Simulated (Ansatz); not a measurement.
# Relaxing gallium (beta-Ga)

These are results of DFT, LDA (PW92), plane waves (420 eV) with PAW, scalar-relativistic in Ansatz 0.2.0, not measurements. The PAW files were generated under PBE, with cores re-solved for the functional.

k-point mesh 12×12×10, Fermi-Dirac smearing 0.1 eV, no spin polarisation. Cell and atoms relax.

Starting structure:

```cif
data_structure
_symmetry_space_group_name_H-M 'P 1'
_symmetry_Int_Tables_number 1
_cell_length_a 4.2574
_cell_length_b 4.2574
_cell_length_c 3.3320
_cell_angle_alpha 90.656
_cell_angle_beta 90.656
_cell_angle_gamma 142.087
_cell_volume 37.09
loop_
_atom_site_label
_atom_site_type_symbol
_atom_site_fract_x
_atom_site_fract_y
_atom_site_fract_z
_atom_site_occupancy
Ga1 Ga 0.86900 0.13100 0.25000 1
Ga2 Ga 0.13100 0.86900 0.75000 1
```

Question: The pressure at the start is -3.7 GPa. By how much does the volume change?

Answer: From 18.54 to 17.33 Å³ per atom, -6.5 %. The final cell has a = 2.713 Å, b = 7.746 Å, c = 3.314 Å, β = 95.41°.

Question: How much energy does the relaxation gain?

Answer: 19.1 meV per atom.
